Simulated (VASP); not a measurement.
# CoSi (P2_13) in VASP: notebook, part 2 of 2

VASP 6.6.1. Earlier steps stand in the parts before.

## (5) Relaxation of cell and atoms, PBE, collinear spin, ferromagnetic start

File INCAR:

```
SYSTEM = CoSi
PREC = Accurate
ENCUT = 600
EDIFF = 1E-6
ISMEAR = -1
SIGMA = 0.05
LREAL = .FALSE.
LASPH = .TRUE.
NELM = 150
ALGO = Normal
ISIF = 3
LWAVE = .FALSE.
LCHARG = .FALSE.
ISPIN = 2
MAGMOM = 2 2 2 2 0 0 0 0
LORBIT = 11
LMAXMIX = 4
GGA = PE
IBRION = 2
NSW = 60
EDIFFG = -0.02
```

File KPOINTS:

```
regular mesh
0
G
  6 6 6
  0 0 0
```

File POSCAR:

```
CoSi
1.0
    4.4380000000      0.0000000000      0.0000000000
    0.0000000000      4.4380000000      0.0000000000
    0.0000000000      0.0000000000      4.4380000000
Co Si
4 4
Direct
    0.8600000000      0.6400000000      0.3600000000
    0.6400000000      0.3600000000      0.8600000000
    0.3600000000      0.8600000000      0.6400000000
    0.1400000000      0.1400000000      0.1400000000
    0.1570000000      0.3430000000      0.6570000000
    0.3430000000      0.6570000000      0.1570000000
    0.6570000000      0.1570000000      0.3430000000
    0.8430000000      0.8430000000      0.8430000000
```

Potentials or basis: VASP PAW PBE potentials, release 54 (Co, Si).

Run with:

```bash
$ cat potpaw_PBE.54/Co/POTCAR potpaw_PBE.54/Si/POTCAR > POTCAR
$ mpirun -np 1 vasp_std > vasp.out
```

OUTCAR:

```text
SYSTEM = CoSi
   PREC = Accurate
   ENCUT = 600
   EDIFF = 1E-6
   ISMEAR = -1
   LREAL = .FALSE.
   LASPH = .TRUE.
   NELM = 150
   ISIF = 3
   ISPIN = 2
   LORBIT = 11
   GGA = PE
   IBRION = 2
   NSW = 60
   EDIFFG = -0.02

 ion  position               nearest neighbor table
   1  0.860  0.640  0.360-   5 2.28   6 2.33   7 2.33   8 2.33   7 2.47   8 2.47   6 2.47   2 2.72
                             2 2.72   4 2.72   4 2.72   3 2.72   3 2.72
   2  0.640  0.360  0.860-   6 2.28   5 2.33   7 2.33   8 2.33   5 2.47   7 2.47   8 2.47   1 2.72
                             1 2.72   3 2.72   3 2.72   4 2.72   4 2.72
   3  0.360  0.860  0.640-   7 2.28   6 2.33   5 2.33   8 2.33   6 2.47   5 2.47   8 2.47   4 2.72
                             2 2.72   2 2.72   4 2.72   1 2.72   1 2.72
   4  0.140  0.140  0.140-   8 2.28   6 2.33   7 2.33   5 2.33   6 2.47   5 2.47   7 2.47   1 2.72
                             3 2.72   3 2.72   1 2.72   2 2.72   2 2.72
   5  0.157  0.343  0.657-   1 2.28   2 2.33   3 2.33   4 2.33   3 2.47   4 2.47   2 2.47   8 2.75
                             6 2.75   6 2.75   8 2.75   7 2.75   7 2.75
   6  0.343  0.657  0.157-   2 2.28   1 2.33   3 2.33   4 2.33   1 2.47   3 2.47   4 2.47   8 2.75
                             5 2.75   5 2.75   7 2.75   7 2.75   8 2.75
   7  0.657  0.157  0.343-   3 2.28   2 2.33   1 2.33   4 2.33   2 2.47   1 2.47   4 2.47   8 2.75
                             8 2.75   5 2.75   6 2.75   6 2.75   5 2.75
   8  0.843  0.843  0.843-   4 2.28   2 2.33   3 2.33   1 2.33   2 2.47   1 2.47   3 2.47   5 2.75
                             6 2.75   7 2.75   7 2.75   5 2.75   6 2.75

  LATTYP: Found a simple cubic cell.
 ALAT       =     4.4380000000

  Lattice vectors:

 A1 = (   4.4380000000,   0.0000000000,   0.0000000000)
 A2 = (   0.0000000000,   4.4380000000,   0.0000000000)
 A3 = (   0.0000000000,   0.0000000000,   4.4380000000)

Analysis of symmetry for initial positions (statically):
=====================================================================
 Subroutine PRICEL returns:
 Original cell was already a primitive cell.

 Routine SETGRP: Setting up the symmetry group for a
 simple cubic supercell.

 Subroutine GETGRP returns: Found 12 space group operations
 (whereof  3 operations were pure point group operations)
 out of a pool of 48 trial point group operations.

The static configuration has the point symmetry C_3 .
 The point group associated with its full space group is T   .

Analysis of symmetry for dynamics (positions and initial velocities):
=====================================================================
 Subroutine PRICEL returns:
 Original cell was already a primitive cell.

 Routine SETGRP: Setting up the symmetry group for a
 simple cubic supercell.

 Subroutine GETGRP returns: Found 12 space group operations
 (whereof  3 operations were pure point group operations)
 out of a pool of 48 trial point group operations.

The dynamic configuration has the point symmetry C_3 .
 The point group associated with its full space group is T   .

Analysis of structural, dynamic, and magnetic symmetry:
=====================================================================
 Subroutine PRICEL returns:
 Original cell was already a primitive cell.

 Routine SETGRP: Setting up the symmetry group for a
 simple cubic supercell.

 Subroutine GETGRP returns: Found 12 space group operations
 (whereof  3 operations were pure point group operations)
 out of a pool of 48 trial point group operations.

The overall configuration has the point symmetry C_3 .
 The point group associated with its full space group is T   .

 Subroutine INISYM returns: Found 12 space group operations
 (whereof  3 operations are pure point group operations),
 and found     1 'primitive' translations
[... 108 lines left out ...]
   EDIFFG = -.2E-01   stopping-criterion for IOM
   NSW    =     60    number of steps for IOM
   IBRION =      2    ionic relax: 0-MD 1-quasi-New 2-CG
   NFREE  =      1    steps in history (QN), initial steepest desc. (CG)
   ISIF   =      3    stress and relaxation
   ISYM   =      2    0-nonsym 1-usesym 2-fastsym
   POTIM  = 0.5000    time-step for ionic-motion
   TEBEG  =    0.0;   TEEND  =   0.0 temperature during run
   PSTRESS=    0.0 pullay stress
   NELECT =      52.0000    total number of electrons
   NUPDOWN=      -1.0000    fix difference up-down
   EMIN   =  10.00;   EMAX   =-10.00  energy-range for DOS
   EFERMI =   0.00;   METHOD = LEGACY
   ISMEAR =    -1;   SIGMA  =   0.05  broadening in eV -4-tet -1-fermi 0-gaus
   EFERMI_NEDOS =   21; number of points for ismear=-14 and -15
   IALGO  =     38    algorithm
   IMIX   =      4    mixing-type and parameters
     AMIX     =   0.40;   BMIX     =  1.00
     AMIX_MAG =   1.60;   BMIX_MAG =  1.00
  volume/ion in A,a.u.               =      10.93        73.73
  Fermi-wavevector in a.u.,A,eV,Ry     =   1.376856  2.601881 25.793021  1.895734
  Thomas-Fermi vector in A             =   2.502063
   LORBIT       =     11    0 simple, 1 ext, 2 COOP (PROOUT), +10 PAW based schemes
   GGA     = PE    functional components
   LHFCALC =     F    Hartree Fock is set to
   AEXX    =    0.0000 exact exchange contribution
   IVDW    =     0    specifies the selected vdW correction
   LEPSILON=     F    determine dielectric tensor
   LRPA    =     F    only Hartree local field effects (RPA)
 conjugate gradient relaxation of ions
 spin polarized calculation
  energy-cutoff  :      600.00
  volume of cell :       87.41
 maximum number of plane-waves:      2968
   NGX = 17   NGY = 17   NGZ = 17

--------------------------------------- Ionic step        1  -------------------------------------------

 number of electron      51.9999992 magnetization       0.0355868

 number of electron      51.9999992 magnetization      -0.0009894

 Free energy of the ion-electron system (eV)
  ---------------------------------------------------
  ext. energy  EPLUGINS =         0.00000000
  ---------------------------------------------------
  free energy    TOTEN  =       -54.73167350 eV

  energy without entropy =      -54.71709730  energy(sigma->0) =      -54.72438540

------------------------ aborting loop because EDIFF is reached ----------------------------------------

  FORCE on cell =-STRESS in cart. coord.  units (eV):
  Direction    XX          YY          ZZ          XY          YZ          ZX
  --------------------------------------------------------------------------------------
  -------------------------------------------------------------------------------------
  Total       -0.2083032     -0.2083032     -0.2083032     -0.0000000     -0.0000000      0.0000000
  in kB       -3.8180772     -3.8180772     -3.8180772     -0.0000000     -0.0000000      0.0000000
  external PRESSURE =      -3.8180772 kB  Pullay stress =       0.0000000 kB
[... 207 lines left out ...]
 number of electron      52.0000003 magnetization       0.0000007

 number of electron      52.0000003 magnetization      -0.0000019

 Free energy of the ion-electron system (eV)
  ---------------------------------------------------
  ext. energy  EPLUGINS =         0.00000000
  ---------------------------------------------------
  free energy    TOTEN  =       -54.75368046 eV

  energy without entropy =      -54.73973642  energy(sigma->0) =      -54.74670844

 E-fermi :  12.1495     XC(G=0): -12.8697

 val. band max:       12.1078873054   @ k =   0.0000   0.0000   0.0000
 cond. band min:      12.1971513748   @ k =   0.5000   0.5000   0.3333
 fundamental gap:      0.0892640694
 Fermi energy:        12.1494538945

 spin component 1

 k-point     1 :       0.0000    0.0000    0.0000
  band No.  band energies     occupation
      1      -1.5600      1.00000
      2       3.9361      1.00000
      3       3.9361      1.00000
      4       3.9361      1.00000
      5       6.6360      1.00000
      6       6.6360      1.00000
[... 901 lines left out ...]
     34      17.8891      0.00000
     35      17.8891      0.00000
 Fermi energy:        12.1494538945

 spin component 2

 k-point     1 :       0.0000    0.0000    0.0000
  band No.  band energies     occupation
      1      -1.5600      1.00000
      2       3.9361      1.00000
      3       3.9361      1.00000
      4       3.9361      1.00000
      5       6.6360      1.00000
      6       6.6360      1.00000
[... 936 lines left out ...]
  FREE ENERGIE OF THE ION-ELECTRON SYSTEM (eV)
  ---------------------------------------------------
  free  energy   TOTEN  =       -54.7536804647 eV

  energy  without entropy=      -54.7397364176  energy(sigma->0) =      -54.74670844

 reached required accuracy - stopping structural energy minimisation

 total charge

# of ion       s       p       d       tot
------------------------------------------
    1        0.437   0.618   7.566   8.620
    2        0.437   0.618   7.566   8.620
    3        0.437   0.618   7.566   8.620
    4        0.437   0.618   7.566   8.620
    5        0.725   0.884   0.000   1.609
    6        0.725   0.884   0.000   1.609
    7        0.725   0.884   0.000   1.609
    8        0.725   0.884   0.000   1.609
--------------------------------------------------
tot          4.646   6.007  30.262  40.915

 magnetization (x)

# of ion       s       p       d       tot
------------------------------------------
    1        0.000   0.000   0.000   0.000
    2        0.000   0.000   0.000   0.000
    3        0.000   0.000   0.000   0.000
    4        0.000   0.000   0.000   0.000
    5       -0.000  -0.000   0.000  -0.000
    6       -0.000  -0.000   0.000  -0.000
    7       -0.000  -0.000   0.000  -0.000
    8       -0.000  -0.000   0.000  -0.000
--------------------------------------------------
tot          0.000  -0.000   0.000   0.000
```

It took 4.9 min on 1 thread of Intel Xeon 6975P-C (Granite Rapids), shared host; peak memory 0.33 GiB.

What came out:

| Quantity | Value |
| --- | --- |
| Free energy | -54.7537 eV |
| Relaxed volume | 10.87 Å³/atom |
| Relaxed cell | a = 4.430 Å, b = 4.430 Å, c = 4.430 Å, α = 90.00°, β = 90.00°, γ = 90.00° |
| Space group after relaxing (to 0.05 Å) | P2_13 (No. 198) |
| Energy gained by relaxing | 2.8 meV/atom |
| Ionic steps | 6 |
| Pressure after relaxing | 0.0 GPa |
| Largest force after relaxing | 0.011 eV/Å |
| Band gap on the k mesh | none (metal or under the smearing width) |
| Net moment | 0.00 μB per cell |
| Valence electrons inside the program's atomic spheres | Co 8.62; Si 1.61 |

Forces in eV/Å, atoms in the order of the input:
```
Co  -0.001  0.001 -0.001
Co   0.001 -0.001 -0.001
Co  -0.001 -0.001  0.001
Co   0.001  0.001  0.001
Si  -0.006  0.006 -0.006
Si   0.006 -0.006 -0.006
Si  -0.006 -0.006  0.006
Si   0.006  0.006  0.006
```

Step by step:
| step | energy change (eV) | largest force (eV/Å) | pressure (GPa) | volume (Å³) |
| --- | --- | --- | --- | --- |
| 1 | 0.0000 | 0.2702 | -0.38 | 87.41 |
| 2 | -0.0122 | 0.1859 | 0.14 | 87.08 |
| 3 | -0.0193 | 0.0804 | 1.03 | 86.60 |
| 4 | -0.0184 | 0.0520 | -1.64 | 87.53 |
| 5 | -0.0215 | 0.0529 | -0.16 | 87.02 |
| 6 | -0.0220 | 0.0111 | 0.01 | 86.94 |

Final structure:
```yaml
crystal:
  lattice:
    - [4.43001, 0.00000, 0.00000]
    - [0.00000, 4.43001, 0.00000]
    - [0.00000, 0.00000, 4.43001]
  atoms:
    - { symbol: Co, position: [0.85496, 0.64504, 0.35496] }
    - { symbol: Co, position: [0.64504, 0.35496, 0.85496] }
    - { symbol: Co, position: [0.35496, 0.85496, 0.64504] }
    - { symbol: Co, position: [0.14504, 0.14504, 0.14504] }
    - { symbol: Si, position: [0.15690, 0.34310, 0.65690] }
    - { symbol: Si, position: [0.34310, 0.65690, 0.15690] }
    - { symbol: Si, position: [0.65690, 0.15690, 0.34310] }
    - { symbol: Si, position: [0.84310, 0.84310, 0.84310] }
```

Levels at points of the mesh, in eV from the Fermi level:
Spin up:
| k point | band 23 | band 24 | band 25 | band 26 | band 27 | band 28 | band 29 | band 30 |
| --- | --- | --- | --- | --- | --- | --- | --- | --- |
| (0.00, 0.00, 0.00) | -0.81 | -0.81 | -0.04 | -0.04 | -0.04 | 2.46 | 2.46 | 2.46 |
| (0.50, 0.00, 0.00) | -0.68 | -0.68 | -0.52 | -0.52 | 0.97 | 0.97 | 1.45 | 1.45 |
| (0.50, 0.50, 0.00) | -1.03 | -1.03 | -0.07 | -0.07 | 0.55 | 0.55 | 1.97 | 1.97 |
| (0.50, 0.50, 0.50) | -1.25 | -1.25 | -0.25 | -0.25 | -0.25 | -0.25 | 5.37 | 5.37 |
Spin down:
```
           k point  band 23  band 24  band 25  band 26  band 27  band 28  band 29  band 30
(0.00, 0.00, 0.00)    -0.81    -0.81    -0.04    -0.04    -0.04     2.46     2.46     2.46
(0.50, 0.00, 0.00)    -0.68    -0.68    -0.52    -0.52     0.97     0.97     1.45     1.45
(0.50, 0.50, 0.00)    -1.03    -1.03    -0.07    -0.07     0.55     0.55     1.97     1.97
(0.50, 0.50, 0.50)    -1.25    -1.25    -0.25    -0.25    -0.25    -0.25     5.37     5.37
```

Caveat: the starting moments collapsed, and a magnetic state may lie lower.
